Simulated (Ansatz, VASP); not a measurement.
**ZrS in VASP and in Ansatz**

The input POSCAR:

```
ZrS
1.0
    0.0000000000      2.6250000000      2.6250000000
    2.6250000000      0.0000000000      2.6250000000
    2.6250000000      2.6250000000      0.0000000000
Zr S
1 1
Direct
    0.0000000000      0.0000000000      0.0000000000
    0.5000000000      0.5000000000      0.5000000000
```

The input INCAR.step1:

```
ALGO     = Normal         # electronic algorithm
EDIFF    = 1E-4           # SCF threshold, eV
ENCUT    = 520            # plane-wave cutoff, eV
GGA      = PE             # functional
ISMEAR   = 0              # smearing method
LASPH    = T              # aspherical terms in the spheres
LCHARG   = F              # write CHGCAR
LREAL    = F              # projectors in reciprocal space
LWAVE    = T              # write WAVECAR
NBANDS   = 16             # bands
NELM     = 80             # most SCF steps
PREC     = Accurate       # precision mode
SIGMA    = 0.1            # smearing width, eV
```

INCAR.step2

```
ALGO     = Normal         # electronic algorithm
EDIFF    = 1E-6           # SCF threshold, eV
ENCUT    = 520            # plane-wave cutoff, eV
ISIF     = 2              # what is computed and relaxed
ISMEAR   = 0              # smearing method
ISTART   = 1            
LASPH    = T              # aspherical terms in the spheres
LCHARG   = F              # write CHGCAR
LMIXTAU  = T            
LREAL    = F              # projectors in reciprocal space
LWAVE    = F              # write WAVECAR
METAGGA  = R2SCAN         # meta-GGA
NBANDS   = 16             # bands
NELM     = 80             # most SCF steps
PREC     = Accurate       # precision mode
SIGMA    = 0.1            # smearing width, eV
```

Contents of KPOINTS:

```
k-points
0
Gamma
  10 10 10
```

Input for Ansatz:

```yaml
crystal:
  lattice:
    - [0.0, 2.625, 2.625]
    - [2.625, 0.0, 2.625]
    - [2.625, 2.625, 0.0]
  atoms:
    - { symbol: Zr, position: [0.0, 0.0, 0.0] }
    - { symbol: S, position: [0.5, 0.5, 0.5] }
basis:
  ecutwfc: 500
kpoints:
  mp_grid: { grid: [10, 10, 10] }
hamiltonian:
  xc: r2scan
scf:
  occupations: { method: gaussian, width: 0.1 }
output:
  forces: true
  stress: true
  eigenvalues: true
```

Alike in both runs: task single point; functional r2SCAN; k mesh 10 × 10 × 10; occupations gaussian, width 0.1 eV; no spin polarisation.

|  | VASP | Ansatz |
| --- | --- | --- |
| version | VASP 6.6.1 | Ansatz 0.2.0 |
| potentials or method | VASP PAW PBE potentials, release 64 (Zr_sv, S) | scalar-relativistic, plane waves, PAW |
| plane-wave cutoff (eV) | 520 | 500 |
| valence electrons in the cell | 18 | 18 |

```tsv
	VASP	Ansatz	Ansatz less VASP
gap on the k mesh at the Fermi level (eV)	none	none	-
pressure (GPa)	-2.0	-2.0	0.00
```

A gap of «none» marks a metal or a gap that the smearing closes.

Caveats: the PAW data sets were made with another functional, which shifts forces and pressure a little (VASP).
